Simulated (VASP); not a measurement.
Here is a VASP 6.6.1 calculation.

run.py

```python
from ase.calculators.vasp import Vasp
from ase.dft.bandgap import bandgap
from ase.io import read

atoms = read('POSCAR')
calc = Vasp(
    directory='calc',
    xc='lda',
    pp='LDA',
    setups='recommended',
    prec='Accurate',
    encut=520,
    ediff=1e-06,
    ismear=0,
    sigma=0.02,
    lreal=False,
    lasph=True,
    nelm=60,
    algo='Normal',
    isif=2,
    lwave=False,
    lcharg=False,
    kpts=[7, 7, 7],
    gamma=True,
)
atoms.calc = calc

print('energy (eV):', atoms.get_potential_energy())
print('free energy (eV):', atoms.get_potential_energy(force_consistent=True))
print('forces (eV/A):')
print(atoms.get_forces())
print('stress (eV/A^3, Voigt):', atoms.get_stress())
print('Fermi level (eV):', calc.get_fermi_level())
gap, top, bottom = bandgap(calc)
print('band gap (eV):', gap, 'from (spin, k, band)', top, 'to', bottom)
```

File POSCAR:

```
RbBr
1.0
    0.0000000000      3.4270000000      3.4270000000
    3.4270000000      0.0000000000      3.4270000000
    3.4270000000      3.4270000000      0.0000000000
Rb Br
1 1
Direct
    0.0000000000      0.0000000000      0.0000000000
    0.5000000000      0.5000000000      0.5000000000
```

Potentials or basis: VASP PAW LDA potentials, release 64 (Rb_sv, Br).

Launch:

```sh
$ python run.py
```

What does it give for the band gap on the k mesh?

3.96 eV, direct.

Predict the pressure.

-1.2 GPa.
